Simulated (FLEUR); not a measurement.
# CoO (R-3m) in FLEUR: single point with PBE

Aim: the single point of CoO with PBE.

All numbers are computed with FLEUR MaX-R8.1 (later development tree); they aren't measurements. Logs are shortened: lines on timing, memory, paths and dates and some standing lists are left out, and cuts for length are marked.

**1. Starting point**

It takes space group R-3m (No. 166, trigonal). The conventional cell has a = 3.011 Å, b = 3.011 Å, c = 7.320 Å, α = 90.00°, β = 90.00°, γ = 120.00°. Co (site symmetry -3m) is surrounded by 6 O at 2.12 Å. O (site symmetry -3m) has 6 Co at 2.12 Å as nearest neighbours.

The cell is a database's computed one.

**2. Single point, PBE, collinear spin, ferromagnetic start**

Contents of inp.xml:

```xml
<?xml version="1.0" encoding="UTF-8" standalone="no"?>
<fleurInput fleurInputVersion="0.39">
   <comment>
      CoO                                                                                                 
   </comment>
   <calculationSetup>
      <cutoffs Kmax="4.8" Gmax="14.9" GmaxXC="14.9" numbands="0"/>
      <scfLoop itmax="60" minDistance="0.00001" maxIterBroyd="15" imix="Anderson" alpha="0.05" precondParam="0.0" spinf="2.0" sdNocoIR="T"/>
      <coreElectrons ctail="T" frcor="F" kcrel="0" coretail_lmax="0"/>
      <xcFunctional name="pbe" relativisticCorrections="F"/>
      <magnetism jspins="2"/>
      <soc l_soc="F" theta="0.0" phi="0.0" spav="F"/>
      <expertModes spex="0" secvar="F"/>
      <geometryOptimization l_f="T" forcealpha="1.0" forcemix="BFGS" epsdisp="0.0005" epsforce="0.0002"/>
      <ldaU l_linMix="F" mixParam="0.05" spinf="1.0"/>
   </calculationSetup>
   <cell>
      <bzIntegration valenceElectrons="23.0" mode="hist" fermiSmearingEnergy="0.00183747">
         <kPointListSelection listName="default-1"/>
         <!-- k-points included here -->
         <xi:include xmlns:xi="http://www.w3.org/2001/XInclude" href="kpts.xml"> </xi:include>
      </bzIntegration>
      <!-- symmetry operations included here -->
      <xi:include xmlns:xi="http://www.w3.org/2001/XInclude" href="sym.xml"> </xi:include>
      <bulkLattice scale="1.0">
         <bravaisMatrix>
            <row-1>    2.8449251280313121     1.6425182885426093     4.6107936167605938</row-1>
            <row-2>   -2.8449251280313121     1.6425182885426093     4.6107936167605938</row-2>
            <row-3>    0.0000000000000000    -3.2850365770852186     4.6107936167605938</row-3>
         </bravaisMatrix>
      </bulkLattice>
   </cell>
   <atomSpecies>
      <species name="Cobalt (Co2.000" element="Co" atomicNumber="27">
         <mtSphere radius="2.04" gridPoints="697" logIncrement="0.017"/>
         <atomicCutoffs lmax="8" lnonsphr="8"/>
         <electronConfig flipSpins="F">
            <coreConfig>(1s1/2) (2s1/2) (2p1/2) (2p3/2)</coreConfig>
            <valenceConfig>(3s1/2) (3p1/2) (3p3/2) (4s1/2) (3d3/2) (3d5/2)</valenceConfig>
            <stateOccupation state="(3d3/2)" spinUp="1.5" spinDown="1.3"/>
            <stateOccupation state="(3d5/2)" spinUp="3.0" spinDown="1.2"/>
         </electronConfig>
         <energyParameters s="4" p="4" d="3" f="4"/>
         <lo type="SCLO" l="0" n="3" eDeriv="0"/>
         <lo type="SCLO" l="1" n="3" eDeriv="0"/>
         <lo type="SCLO" l="1" n="3" eDeriv="1"/>
         <lo type="SCLO" l="2" n="3" eDeriv="2"/>
         <lo type="SCLO" l="3" n="4" eDeriv="2"/>
      </species>
      <species name="Oxygen (O)" element="O" atomicNumber="8">
         <mtSphere radius="1.56" gridPoints="533" logIncrement="0.02"/>
         <atomicCutoffs lmax="8" lnonsphr="8"/>
         <electronConfig flipSpins="F">
            <coreConfig>(1s1/2)</coreConfig>
            <valenceConfig>(2s1/2) (2p1/2) (2p3/2)</valenceConfig>
            <stateOccupation state="(2p1/2)" spinUp="0.666667" spinDown="0.666667"/>
            <stateOccupation state="(2p3/2)" spinUp="1.333333" spinDown="1.333333"/>
         </electronConfig>
         <energyParameters s="2" p="2" d="3" f="4"/>
         <lo type="SCLO" l="0" n="2" eDeriv="2"/>
         <lo type="SCLO" l="1" n="2" eDeriv="2"/>
         <lo type="SCLO" l="2" n="3" eDeriv="2"/>
      </species>
   </atomSpecies>
   <atomGroups>
      <atomGroup species="Cobalt (Co2.000">
         <relPos label="                   1">.0000000000 .0000000000 .0000000000</relPos>
         <force calculate="T" relaxXYZ="TTT"/>
      </atomGroup>
      <atomGroup species="Oxygen (O)">
         <relPos label="                   2">1.000/2.000 1.000/2.000 1.000/2.000</relPos>
         <force calculate="T" relaxXYZ="TTT"/>
      </atomGroup>
   </atomGroups>
   <output dos="F" band="F" slice="F">
      <checks vchk="F" cdinf="F"/>
      <bandDOS minEnergy="-.5*Htr" maxEnergy="0.5*Htr" sigma="0.015" storeEVData="T"/>
      <vacuumDOS vacdos="F" integ="F" star="F" nstars="0" locx1="0.0" locy1="0.0" locx2="0.0" locy2="0.0" nstm="0" tworkf="0.0"/>
      <unfoldingBand unfoldBand="F" supercellX="1" supercellY="1" supercellZ="1"/>
      <plotting iplot="0" polar="F">
         <plot TwoD="T" vec1="  1.0  0.0  0.0" vec2="  0.0  1.0  0.0" vec3="  0.0  0.0  1.0" zero="  0.0  0.0  0.0" file="plot"/>
      </plotting>
      <chargeDensitySlicing numkpt="0" minEigenval="0.0" maxEigenval="0.0" nnne="0" pallst="F"/>
      <specialOutput eonly="F"/>
      <moessbauerParams electricFieldGradient="T" isomerShift="T" coreHyperfine="T" valenceHyperfine="T"/>
      <magneticCircularDichroism mcd="F" energyLo="-10.0" energyUp="0.0"/>
   </output>
  <!-- We include the file relax.xml here to enable relaxations (see documentation) -->
  <xi:include xmlns:xi="http://www.w3.org/2001/XInclude" href="relax.xml"> <xi:fallback/> </xi:include>
</fleurInput>
```

Contents of crystal.txt:

```
CoO
&input cartesian=F /
1.5054695445  0.8691832468  2.4399269062
-1.5054695445  0.8691832468  2.4399269062
0.0000000000  -1.7383664936  2.4399269062
1.8897261246
1.0 1.0 1.0

2
27 0.0000000000  0.0000000000  0.0000000000 : 2.000
8 0.5000000000  0.5000000000  0.5000000000

&kpt div1=11 div2=11 div3=11 gamma=T /
```

Potentials or basis: all-electron, FLAPW.

Started as:

```sh
$ inpgen -f crystal.txt -profile fastHighL
$ # inp.xml edited to the form shown
$ fleur_MPI
```

Standard output:

```text
Welcome to FLEUR        (www.flapw.de)
      MaX-Release 8.1          (www.max-centre.eu)

 ========== k-point set info ==========
 Selected k-point list: default-1
 k-point list type: mesh
 11 x 11 x 11
 Number of k points: 146

 ------------Calculation Setup---------------------------
 Number of MPI-tasks      :            1
 Number of PE/node        :            1
 Number of OMP-threads    :            1
 Most efficient MPI parallelization for:
           1           2          73         146
 Additional eigenvalue parallelization possible
 Number of basis functions:          329
 Approximate size of matrices (H+S) per k-point:         0.002 GB
 --------------------------------------------------------
 Iteration:     1   Distance:      28.44524059 me/bohr^3
 Iteration:     2   Distance:      25.11976382 me/bohr^3
 Iteration:     3   Distance:      18.05846174 me/bohr^3
 Iteration:     4   Distance:      18.94515496 me/bohr^3
 Iteration:     5   Distance:      13.17647917 me/bohr^3
 Iteration:     6   Distance:      11.31622090 me/bohr^3
 Iteration:     7   Distance:      10.73739985 me/bohr^3
 Iteration:     8   Distance:       7.20285823 me/bohr^3
 Iteration:     9   Distance:       7.08753180 me/bohr^3
 Iteration:    10   Distance:       2.25914398 me/bohr^3
[... 9 lines left out ...]
 Iteration:    20   Distance:       0.02745872 me/bohr^3
 Iteration:    21   Distance:       0.01330246 me/bohr^3
 Iteration:    22   Distance:       0.01738526 me/bohr^3
 Iteration:    23   Distance:       0.01758395 me/bohr^3
 Iteration:    24   Distance:       0.00522529 me/bohr^3
 Iteration:    25   Distance:       0.00062259 me/bohr^3
 Iteration:    26   Distance:       0.00069738 me/bohr^3
 Iteration:    27   Distance:       0.00009590 me/bohr^3
 Iteration:    28   Distance:       0.00015682 me/bohr^3
 Iteration:    29   Distance:       0.00000996 me/bohr^3

 ********************************************************************
 Run finished successfully
 Stop message:
   Structural relaxation: Done
 ********************************************************************
```

Run time: 6.8 min. Hardware: 1 thread of Intel Xeon 6975P-C (Granite Rapids), shared host; peak memory 0.08 GiB.

What came out:

```yaml
Free_energy: -39965.4026 eV
Band_gap_on_the_k_mesh: none (metal or under the smearing width)
Net_moment: 2.91 μB per cell
Site_moments: Co +2.55; O +0.30 μB
Valence_electrons_inside_the_program's_atomic_spheres: Co 15.12; O 5.02 (radii Co 2.04, O 1.56 bohr)
```

Core levels (eV from the Fermi level):
| atom | levels |
| --- | --- |
| 1 Co | 1s1/2 -7584.4, 2s1/2 -892.1, 2p1/2 -772.8, 2p3/2 -758.0 |
| 2 O | 1s1/2 -506.7 |

Caveat: a cell with one magnetic atom can't hold antiferromagnetic order, which such compounds often take; semilocal functionals often make such compounds metallic where correlation or magnetic order opens a gap, which also shifts bond lengths.
